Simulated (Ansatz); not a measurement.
Eigenvalues along a path: Bi (fcc type)

```xyz
1
Lattice="0.0000 1.8539 1.8539 1.8539 0.0000 1.8539 1.8539 1.8539 0.0000" Properties=species:S:1:pos:R:3 pbc="T T T"
Bi    0.0000    0.0000    0.0000
```

The cell comes from a relaxation on PAW files under the same functional, begun from a prototype that needn't be the stable phase.

Computed with Ansatz 0.2.0; functional PBE, scalar-relativistic. Settings: a Γ-centred 14×14×14 k mesh, Fermi–Dirac smearing of 0.05 eV, no spin polarisation. Methods: LAPW: all electrons, basis error target 1 meV/atom.

This run: volume at 0.4 of the series' base cell.

Spin–orbit coupling is left out, which matters for the heavy atoms. The structure type is held throughout; the real material can change phase at far lower pressure.

Path points, in fractions of the reciprocal vectors: Γ (0.000, 0.000, 0.000), X (0.500, 0.000, 0.500), U (0.625, 0.250, 0.625), K (0.375, 0.375, 0.750), L (0.500, 0.500, 0.500), W (0.500, 0.250, 0.750). The distance column jumps between branches of the path. Levels in eV from the Fermi level; bands 19 to 27, counted from the lowest band of the run. The gap is zero, the pressure 400.2 GPa.

```
# k(1/Å) point b19 b20 b21 b22 b23 b24 b25 b26 b27
0.000 Γ -26.42 -25.36 -25.36 -24.77 5.29 9.79 9.79 9.79 17.46
0.212 - -26.35 -25.42 -25.33 -24.54 5.41 9.21 9.46 9.46 17.12
0.424 - -26.15 -25.64 -25.24 -23.84 5.75 8.12 8.26 8.26 14.90
0.635 - -25.84 -25.84 -25.11 -22.65 6.22 6.29 6.29 7.20 10.42
0.847 - -25.45 -25.45 -24.95 -21.01 4.11 4.11 5.71 6.76 6.87
1.059 - -25.03 -25.03 -24.79 -18.94 1.48 2.12 2.12 6.58 7.26
1.271 - -24.65 -24.64 -24.64 -16.47 -2.62 0.55 0.55 6.63 7.66
1.483 - -24.55 -24.37 -24.37 -13.69 -6.40 -0.45 -0.45 6.77 7.92
1.695 X -24.52 -24.27 -24.27 -11.47 -8.95 -0.80 -0.80 6.84 8.01
1.769 - -24.53 -24.29 -24.27 -11.42 -8.95 -1.00 -0.76 6.97 8.09
1.844 - -24.56 -24.35 -24.29 -11.28 -8.96 -1.53 -0.64 7.21 8.42
1.919 - -24.60 -24.44 -24.31 -11.04 -8.97 -2.28 -0.43 7.32 9.13
1.994 - -24.66 -24.57 -24.35 -10.73 -9.00 -3.13 -0.15 7.32 10.10
2.069 - -24.74 -24.71 -24.39 -10.33 -9.07 -4.01 0.21 7.26 11.22
2.144 - -24.88 -24.82 -24.44 -9.86 -9.21 -4.84 0.64 7.18 12.40
2.219 - -25.05 -24.91 -24.50 -9.47 -9.32 -5.53 1.13 7.08 13.62
2.294 U -25.24 -25.01 -24.57 -9.91 -8.73 -6.01 1.69 6.99 14.83
3.331 K -25.24 -25.01 -24.57 -9.91 -8.73 -6.01 1.69 6.99 14.83
3.556 - -25.76 -25.29 -24.82 -12.25 -6.67 -6.11 3.70 6.77 16.76
3.781 - -25.55 -25.52 -25.12 -15.11 -4.95 -4.28 6.11 6.84 14.89
4.005 - -25.65 -25.43 -25.28 -17.86 -2.96 -1.67 7.37 8.80 12.71
4.230 - -25.74 -25.67 -25.21 -20.29 -0.32 1.01 8.51 10.83 11.63
4.455 - -26.02 -25.60 -25.25 -22.27 2.72 3.52 9.38 10.42 13.23
4.679 - -26.24 -25.49 -25.31 -23.69 5.17 5.79 8.87 11.46 13.13
4.904 - -26.35 -25.39 -25.35 -24.51 5.40 8.48 9.46 10.22 16.29
5.129 Γ -26.42 -25.36 -25.36 -24.77 5.29 9.79 9.79 9.79 17.46
5.312 - -26.38 -25.37 -25.37 -24.60 5.36 8.74 9.90 9.90 16.82
5.496 - -26.29 -25.37 -25.37 -24.08 5.03 6.89 10.18 10.18 14.85
5.679 - -26.20 -25.33 -25.33 -23.17 2.56 6.56 10.42 10.42 13.57
5.862 - -26.18 -25.18 -25.18 -21.88 -0.69 6.43 10.15 10.15 13.41
6.046 - -26.23 -24.95 -24.95 -20.22 -4.03 6.00 9.23 9.23 14.24
6.229 - -26.30 -24.72 -24.72 -18.23 -7.30 5.51 8.23 8.23 14.80
6.413 - -26.35 -24.55 -24.55 -15.91 -10.40 5.16 7.52 7.52 15.21
6.596 L -26.37 -24.48 -24.48 -13.53 -13.04 5.04 7.28 7.28 15.36
6.746 - -26.32 -24.56 -24.49 -13.36 -13.00 5.01 6.58 7.08 15.42
6.896 - -26.18 -24.78 -24.51 -12.85 -12.84 4.58 4.89 6.97 15.33
7.046 - -25.95 -25.08 -24.54 -12.58 -12.04 2.76 3.44 7.49 15.02
7.195 - -25.66 -25.42 -24.56 -12.16 -11.02 0.48 1.93 8.47 14.60
7.345 - -25.75 -25.39 -24.54 -11.55 -9.83 -1.78 0.30 9.74 14.16
7.495 - -26.03 -25.23 -24.44 -10.72 -8.55 -3.90 -1.31 11.18 13.79
7.645 - -26.22 -25.19 -24.32 -9.72 -7.33 -5.72 -2.74 12.62 13.54
7.794 W -26.30 -25.19 -24.27 -9.04 -6.67 -6.67 -3.47 13.46 13.46
7.900 - -25.97 -25.15 -24.27 -9.04 -7.62 -5.70 -3.40 12.45 14.49
8.006 - -25.63 -25.05 -24.27 -9.03 -8.51 -4.72 -3.18 11.50 13.71
8.112 - -25.29 -24.93 -24.27 -9.33 -9.01 -3.76 -2.84 10.60 12.05
8.218 - -24.97 -24.80 -24.27 -10.05 -8.99 -2.85 -2.40 9.79 10.48
8.324 - -24.68 -24.68 -24.27 -10.64 -8.98 -2.05 -1.88 9.08 9.09
8.430 - -24.59 -24.46 -24.27 -11.09 -8.96 -1.39 -1.36 7.92 8.52
8.536 - -24.54 -24.32 -24.27 -11.37 -8.95 -0.96 -0.95 7.13 8.14
8.642 X -24.52 -24.27 -24.27 -11.47 -8.95 -0.80 -0.80 6.84 8.01
```
